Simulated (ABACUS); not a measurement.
Here is an ABACUS 3.10.1 calculation.

INPUT

```
INPUT_PARAMETERS
suffix              Fe
calculation         scf
basis_type          lcao
pseudo_dir          ./
orbital_dir         ./
symmetry            1
dft_functional      pbe
ecutwfc             100
pseudo_rcut         10
nspin               2
nbands              14
ks_solver           genelpa
smearing_method     fd
smearing_sigma      0.00367493
scf_thr             1e-07
scf_nmax            100
mixing_type         broyden
mixing_beta         0.4
cal_force           1
cal_stress          1
out_mul             1
```

STRU

```
ATOMIC_SPECIES
Fe 55.8450 Fe.upf

NUMERICAL_ORBITAL
Fe_confined-atom_7au_4s3p3d1f.orb

LATTICE_CONSTANT
1.8897261246

LATTICE_VECTORS
-1.4430000000 1.4430000000 1.4430000000
1.4430000000 -1.4430000000 1.4430000000
1.4430000000 1.4430000000 -1.4430000000

ATOMIC_POSITIONS
Direct

Fe
0.0
1
0.0000000000 0.0000000000 0.0000000000 1 1 1 mag 3
```

Contents of KPT:

```
K_POINTS
0
Gamma
13 13 13 0 0 0
```

Potentials or basis: PseudoDojo NC SR 0.4.1 PBE standard, TZDP LCAO (the cutoffs set its grid).

Launch:

```bash
$ OMP_NUM_THREADS=1 mpirun -np 4 abacus > log
```

(1) What does it give for the band gap on the k mesh?

(2) Predict the site moments.

(3) Predict the absolute moment.

(4) Predict the pressure.

Answers

(1) none (metal or under the smearing width).

(2) Fe +2.46 μB.

(3) 2.62 μB per cell.

(4) -4.6 GPa.

Caveat: the atomic orbitals were generated for these runs and aren't a published set; the basis of atomic orbitals isn't converged, which shifts pressures, moduli and gaps.
